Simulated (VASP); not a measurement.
# Dy (Im-3m) in VASP: a series of runs

One crystal, Dy, is run at these levels: PBE; tasks: single point.

Everything below comes from runs of VASP 6.6.1. Logs are shortened: lines on timing, memory, paths and dates and some standing lists are left out, and cuts for length are marked.

### 1 The crystal as given

It takes space group Im-3m (No. 229, cubic). The conventional cell has a = 4.001 Å, b = 4.001 Å, c = 4.001 Å, α = 90.00°, β = 90.00°, γ = 90.00°. Around Dy (site symmetry m-3m) lie 8 Dy at 3.46 Å.

This isn't the form of Dy at room conditions, which is hcp.

### 2 Single point, PBE, collinear spin, ferromagnetic start

File INCAR:

```
SYSTEM = Dy
  ADDGRID = .False.
  ALGO = Normal
  EDIFF = 1E-6
  ENCUT = 400
  GGA = PE
  ISIF = 2
  ISMEAR = 0
  ISPIN = 2
  LASPH = .True.
  LCHARG = .False.
  LMAXMIX = 6
  LORBIT = 11
  LREAL = .False.
  LWAVE = .False.
  MAGMOM = 5
  NELM = 100
  PREC = Accurate
  SIGMA = 0.02
```

File KPOINTS:

```
k-points
0
Gamma
  14 14 14
  0 0 0
```

File POSCAR:

```
Dy
1.0
   -2.0003821482      2.0003821482      2.0003821482
    2.0003821482     -2.0003821482      2.0003821482
    2.0003821482      2.0003821482     -2.0003821482
Dy
1
Direct
    0.0000000000      0.0000000000      0.0000000000
```

Potentials or basis: VASP PAW PBE potentials, release 64 (Dy).

On the command line:

```console
$ cat potpaw_PBE.64/Dy/POTCAR > POTCAR
$ mpirun -np 1 vasp_std > vasp.out
```

OUTCAR:

```text
SYSTEM = Dy
   EDIFF = 1E-6
   ENCUT = 400
   GGA = PE
   ISIF = 2
   ISMEAR = 0
   ISPIN = 2
   LASPH = .True.
   LORBIT = 11
   LREAL = .False.
   NELM = 100
   PREC = Accurate

 Found    104 irreducible k-points:

 Following reciprocal coordinates:
            Coordinates               Weight
  0.000000  0.000000  0.000000      1.000000
  0.071429  0.000000  0.000000     12.000000
  0.142857  0.000000  0.000000     12.000000
  0.214286  0.000000  0.000000     12.000000
  0.285714  0.000000  0.000000     12.000000
  0.357143  0.000000  0.000000     12.000000
   k-points           NKPTS =    104   k-points in BZ     NKDIM =    104   number of bands    NBANDS=     17
   number of dos      NEDOS =    301   number of ions     NIONS =      1
   total plane-waves  NPLWV =  13824
   dimension x,y,z NGX =    24 NGY =   24 NGZ =   24
   dimension x,y,z NGXF=    48 NGYF=   48 NGZF=   48
   ions per type =               1
   NGX,Y,Z   is equivalent  to a cutoff of  11.52, 11.52, 11.52 a.u.
   NGXF,Y,Z  is equivalent  to a cutoff of  23.03, 23.03, 23.03 a.u.
 SYSTEM =  Dy
   PREC   = accura    normal or accurate (medium, high low for compatibility)
   ISTART =      0    job   : 0-new  1-cont  2-samecut
   ICHARG =      2    charge: 1-file 2-atom 10-const
   ISPIN  =      2    spin polarized calculation?
   LNONCOLLINEAR =      F non collinear calculations
   LSORBIT =      F    spin-orbit coupling
   LASPH  =      T    aspherical Exc in radial PAW
   ENCUT  =  400.0 eV  29.40 Ry    5.42 a.u.   5.65  5.65  5.65*2*pi/ulx,y,z
   NELM   =    100;   NELMIN=  2; NELMDL= -5     # of ELM steps
   EDIFF  = 0.1E-05   stopping-criterion for ELM
   LREAL  =      F    real-space projection
   EDIFFG = 0.1E-04   stopping-criterion for IOM
   NSW    =      0    number of steps for IOM
   IBRION =     -1    ionic relax: 0-MD 1-quasi-New 2-CG
   NFREE  =      0    steps in history (QN), initial steepest desc. (CG)
   ISIF   =      2    stress and relaxation
   ISYM   =      2    0-nonsym 1-usesym 2-fastsym
   POTIM  = 0.5000    time-step for ionic-motion
   TEBEG  =    0.0;   TEEND  =   0.0 temperature during run
   PSTRESS=    0.0 pullay stress
   NELECT =      20.0000    total number of electrons
   NUPDOWN=      -1.0000    fix difference up-down
   EMIN   =  10.00;   EMAX   =-10.00  energy-range for DOS
   EFERMI =   0.00;   METHOD = LEGACY
   ISMEAR =     0;   SIGMA  =   0.02  broadening in eV -4-tet -1-fermi 0-gaus
   EFERMI_NEDOS =   21; number of points for ismear=-14 and -15
   IALGO  =     38    algorithm
   IMIX   =      4    mixing-type and parameters
     AMIX     =   0.40;   BMIX     =  1.00
     AMIX_MAG =   1.60;   BMIX_MAG =  1.00
  volume/ion in A,a.u.               =      32.02       216.07
  Fermi-wavevector in a.u.,A,eV,Ry     =   1.399432  2.644543 26.645792  1.958410
  Thomas-Fermi vector in A             =   2.522492
   LORBIT       =     11    0 simple, 1 ext, 2 COOP (PROOUT), +10 PAW based schemes
   GGA     = PE    functional components
   LHFCALC =     F    Hartree Fock is set to
   AEXX    =    0.0000 exact exchange contribution
   IVDW    =     0    specifies the selected vdW correction
   LEPSILON=     F    determine dielectric tensor
   LRPA    =     F    only Hartree local field effects (RPA)
 spin polarized calculation
 Gauss-broadening in eV      SIGMA  =   0.02
  energy-cutoff  :      400.00
  volume of cell :       32.02
 maximum number of plane-waves:       603
   NGX = 11   NGY = 11   NGZ = 11

 number of electron      20.0000013 magnetization       4.4050437

 Free energy of the ion-electron system (eV)
  ---------------------------------------------------
  ext. energy  EPLUGINS =         0.00000000
  ---------------------------------------------------
  free energy    TOTEN  =        -7.89965243 eV

  energy without entropy =       -7.89833482  energy(sigma->0) =       -7.89899362

 E-fermi :   2.8531     XC(G=0): -10.0648

 val. band max:        2.8524127823   @ k =  -0.3571   0.4286   0.2857
 cond. band min:       2.8543771466   @ k =  -0.3571   0.4286   0.2857
 fundamental gap:      0.0019643643
 Fermi energy:         2.8530924050

 spin component 1

 k-point     1 :       0.0000    0.0000    0.0000
  band No.  band energies     occupation
      1     -44.1504      1.00000
      2     -19.6912      1.00000
      3     -19.6912      1.00000
      4     -19.6912      1.00000
      5      -2.2234      1.00000
      6      -0.3997      1.00000
[... 9 lines left out ...]
     16       7.0082      0.00000
     17       7.0082      0.00000

 k-point     2 :       0.0714    0.0000    0.0000
  band No.  band energies     occupation
      1     -44.1475      1.00000
      2     -19.7266      1.00000
      3     -19.7019      1.00000
      4     -19.6913      1.00000
      5      -2.0749      1.00000
      6      -0.4042      1.00000
[... 9 lines left out ...]
     16       6.8384      0.00000
     17       7.0115      0.00000
[... 61 lines left out ...]
 k-point     6 :       0.3571    0.0000    0.0000
  band No.  band energies     occupation
      1     -44.1031      1.00000
      2     -20.2440      1.00000
      3     -19.8677      1.00000
      4     -19.6945      1.00000
      5      -0.4698      1.00000
      6      -0.4393      1.00000
[... 9 lines left out ...]
     16       7.4715      0.00000
     17       8.3562      0.00000

 [... further k-points ...]

 spin component 2

 k-point     1 :       0.0000    0.0000    0.0000
  band No.  band energies     occupation
      1     -42.1574      1.00000
      2     -18.2516      1.00000
      3     -18.2516      1.00000
      4     -18.2516      1.00000
      5      -2.1601      1.00000
      6       2.6109      1.00000
[... 9 lines left out ...]
     16       7.5477      0.00000
     17       7.5477      0.00000

 k-point     2 :       0.0714    0.0000    0.0000
  band No.  band energies     occupation
      1     -42.1540      1.00000
      2     -18.2936      1.00000
      3     -18.2640      1.00000
      4     -18.2518      1.00000
      5      -2.0057      1.00000
      6       2.6077      1.00000
[... 9 lines left out ...]
     16       7.3587      0.00000
     17       7.5507      0.00000
[... 61 lines left out ...]
 k-point     6 :       0.3571    0.0000    0.0000
  band No.  band energies     occupation
      1     -42.1011      1.00000
      2     -18.8990      1.00000
      3     -18.4540      1.00000
      4     -18.2562      1.00000
      5       0.4581      1.00000
      6       2.6351      1.00000
[... 9 lines left out ...]
     16       8.0481      0.00000
     17       8.9419      0.00000

 [... further k-points ...]
[... 5 lines left out ...]
  --------------------------------------------------------------------------------------
  -------------------------------------------------------------------------------------
  Total        0.1752864      0.1752864      0.1752864      0.0000000     -0.0000000      0.0000000
  in kB        8.7712171      8.7712171      8.7712171      0.0000000     -0.0000000      0.0000000
  external PRESSURE =       8.7712171 kB  Pullay stress =       0.0000000 kB

 VOLUME and BASIS-vectors are now :
 -----------------------------------------------------------------------------
  energy-cutoff  :      400.00
  volume of cell :       32.02
      direct lattice vectors                 reciprocal lattice vectors
    -2.000382148  2.000382148  2.000382148     0.000000000  0.249952241  0.249952241
     2.000382148 -2.000382148  2.000382148     0.249952241  0.000000000  0.249952241
     2.000382148  2.000382148 -2.000382148     0.249952241  0.249952241  0.000000000

 POSITION                                       TOTAL-FORCE (eV/Angst)
 -----------------------------------------------------------------------------------
      0.00000      0.00000      0.00000         0.000000      0.000000     -0.000000
 -----------------------------------------------------------------------------------
    total drift:                                0.000000      0.000000     -0.000000

  FREE ENERGIE OF THE ION-ELECTRON SYSTEM (eV)
  ---------------------------------------------------
  free  energy   TOTEN  =        -7.8996524271 eV

  energy  without entropy=       -7.8983348196  energy(sigma->0) =       -7.89899362

 total charge

# of ion       s       p       d       f       tot
--------------------------------------------------
    1        2.163   5.809   0.470   9.350  17.792

 magnetization (x)

# of ion       s       p       d       f       tot
--------------------------------------------------
    1        0.007  -0.068  -0.009   4.483   4.413
```

stdout:

```text
POSCAR found type information on POSCAR Dy
 POSCAR found :  1 types and       1 ions
 scaLAPACK will be used
 LDA part: xc-table for (Slater+PW92), standard interpolation
 POSCAR, INCAR and KPOINTS ok, starting setup
 FFT: planning ... GRIDC
 FFT: planning ... GRID_SOFT
 FFT: planning ... GRID
 WAVECAR not read
 entering main loop
```

It took 76 s on 1 thread of Intel Xeon Platinum 8488C (Sapphire Rapids), shared host; peak memory 0.2 GiB.

The run converged, but some of its settings lie outside the range that counts as converged, so its numbers aren't taken as properties of the crystal.

What came out:

```yaml
Free_energy: -7.8997 eV
Pressure: 0.9 GPa
Band_gap_on_the_k_mesh: none (metal or under the smearing width)
Net_moment: 4.41 μB per cell
Site_moments: Dy +4.41 μB
Valence_electrons_inside_the_program's_atomic_spheres: Dy 17.79
```

Caveat: the cutoff is under 1.25 times the usual one of these potentials, so pressure, stress and relaxed cells hold a basis-set (Pulay) error; the magnetic or orbital state may not be the lowest; spin-orbit coupling is left out, which moves the levels of the heavy elements.

### 3 Single point, PBE, collinear spin, ferromagnetic start

Changes to INCAR since step 2:

```diff
@@ -7,3 +7,3 @@
   ISIF = 2
-  ISMEAR = 0
+  ISMEAR = -5
   ISPIN = 2
@@ -18,2 +18,2 @@
   PREC = Accurate
-  SIGMA = 0.02
+  SIGMA = 0.2
```

KPOINTS is that of step 2.

POSCAR is that of step 2.

Potentials or basis: VASP PAW PBE potentials, release 64 (Dy).

On the command line:

```console
$ cat potpaw_PBE.64/Dy/POTCAR > POTCAR
$ mpirun -np 1 vasp_std > vasp.out
```

Run time: 96 s. Hardware: 1 thread of Intel Xeon Platinum 8488C (Sapphire Rapids), shared host; peak memory 0.22 GiB.

The run converged, but some of its settings lie outside the range that counts as converged, so its numbers aren't taken as properties of the crystal.

What came out:

```yaml
Free_energy: -7.8992 eV
Pressure: 0.9 GPa
Band_gap_on_the_k_mesh: none (metal or under the smearing width)
Net_moment: 4.40 μB per cell
Site_moments: Dy +4.41 μB
Valence_electrons_inside_the_program's_atomic_spheres: Dy 17.79
```

Caveat: the cutoff is under 1.25 times the usual one of these potentials, so pressure, stress and relaxed cells hold a basis-set (Pulay) error; the magnetic or orbital state may not be the lowest; spin-orbit coupling is left out, which moves the levels of the heavy elements; tetrahedron occupations give inexact forces and stress in metals.

### 4 Single point, PBE, collinear spin, ferromagnetic start

Changes to INCAR since step 3:

```diff
@@ -7,3 +7,3 @@
   ISIF = 2
-  ISMEAR = -5
+  ISMEAR = 1
   ISPIN = 2
```

KPOINTS is that of step 3.

POSCAR is that of step 3.

On the command line:

```console
$ cat potpaw_PBE.64/Dy/POTCAR > POTCAR
$ mpirun -np 1 vasp_std > vasp.out
```

Wall time 81 s (1 thread of Intel Xeon Platinum 8488C (Sapphire Rapids), shared host); peak memory 0.2 GiB.

These settings aren't checked as converged: the numbers below hold their error.

What came out:

| Item | Value |
| --- | --- |
| Free energy | -7.8992 eV |
| Pressure | 0.9 GPa |
| Band gap on the k mesh | none (metal or under the smearing width) |
| Net moment | 4.47 μB per cell |
| Site moments | Dy +4.44 μB |
| Valence electrons inside the program's atomic spheres | Dy 17.79 |

Caveat: the cutoff is under 1.25 times the usual one of these potentials, so pressure, stress and relaxed cells hold a basis-set (Pulay) error; the magnetic or orbital state may not be the lowest; spin-orbit coupling is left out, which moves the levels of the heavy elements.

### 5 Single point, PBE, collinear spin, ferromagnetic start

Changes to INCAR since step 4:

```diff
@@ -7,3 +7,3 @@
   ISIF = 2
-  ISMEAR = 1
+  ISMEAR = -1
   ISPIN = 2
```

KPOINTS is that of step 4.

POSCAR is that of step 4.

On the command line:

```console
$ cat potpaw_PBE.64/Dy/POTCAR > POTCAR
$ mpirun -np 1 vasp_std > vasp.out
```

It took 79 s on 1 thread of Intel Xeon Platinum 8488C (Sapphire Rapids), shared host; peak memory 0.2 GiB.

The run converged, but some of its settings lie outside the range that counts as converged, so its numbers aren't taken as properties of the crystal.

Results:

```yaml
Free_energy: -8.1808 eV
Pressure: 1.3 GPa
Band_gap_on_the_k_mesh: none (metal or under the smearing width)
Net_moment: 4.74 μB per cell
Site_moments: Dy +4.58 μB
Valence_electrons_inside_the_program's_atomic_spheres: Dy 17.77
```

Caveat: the cutoff is under 1.25 times the usual one of these potentials, so pressure, stress and relaxed cells hold a basis-set (Pulay) error; the magnetic or orbital state may not be the lowest; spin-orbit coupling is left out, which moves the levels of the heavy elements.
